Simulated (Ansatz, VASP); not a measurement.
# Ru: VASP beside Ansatz

INCAR

```
PREC = Accurate ; ENCUT = 520
EDIFF = 1E-8 ; ISMEAR = -1
SIGMA = 0.03 ; LREAL = F
LASPH = T ; NELM = 60
ALGO = Normal ; ISIF = 2
LWAVE = F ; LCHARG = F
GGA = PE ; LEFG = T
NBANDS = 21
```

Contents of KPOINTS:

```
Automatic mesh
0
Gamma
  14 14 8
```

POSCAR

```
Ru
1.0
    2.7325911690      0.0000000000      0.0000000000
   -1.3662955845      2.3664933706      0.0000000000
    0.0000000000      0.0000000000      4.3242978068
Ru
2
Direct
    0.3333333333      0.6666666667      0.2500000000
    0.6666666667      0.3333333333      0.7500000000
```

Input for Ansatz:

```yaml
crystal:
  lattice:
    - [2.732591169, 0.0, 0.0]
    - [-1.3662955845, 2.3664933706, 0.0]
    - [0.0, 0.0, 4.3242978068]
  atoms:
    - { symbol: Ru, position: [0.3333333333, 0.6666666667, 0.25] }
    - { symbol: Ru, position: [0.6666666667, 0.3333333333, 0.75] }
kpoints:
  mp_grid: { grid: [14, 14, 8] }
scf:
  occupations: { method: fermi_dirac, width: 0.03 }
hamiltonian:
  xc: pbe
  pseudopotentials: { kind: paw }
output:
  forces: true
  stress: true
  eigenvalues: true
  efg: { contact_densities: true }
  write_density: true
  write_potential: true
  elf: true
  volumetric_format: npy
```

Change from the starting cell: volume scaled by 1.03, PAW files.

Alike in both runs: task electric field gradients; functional PBE; k mesh 14 × 14 × 8; occupations fermi-dirac, width 0.03 eV; no spin polarisation.

|  | VASP | Ansatz |
| --- | --- | --- |
| version | VASP 6.6.1 | Ansatz 0.2.0 |
| potentials or method | VASP PAW PBE potentials, release 64 (Ru_pv) | PAW with Ansatz's default frozen-core files, scalar-relativistic |
| plane-wave cutoff (eV) | 520 | 420 |
| valence electrons in the cell | 28 | 32 |

```tsv
	VASP	Ansatz	Ansatz less VASP
pressure (GPa)	-4.8	-4.7	+0.11
largest component of the traceless stress (GPa)	1.37	1.39	+0.014
Vzz of the field gradient on the site that differs most (V/Å²)	-12.1	-8.4	+3.75
```

The two sets of potentials don't hold the same shells in valence. Ansatz warned: «gradients_without_spin_orbit».
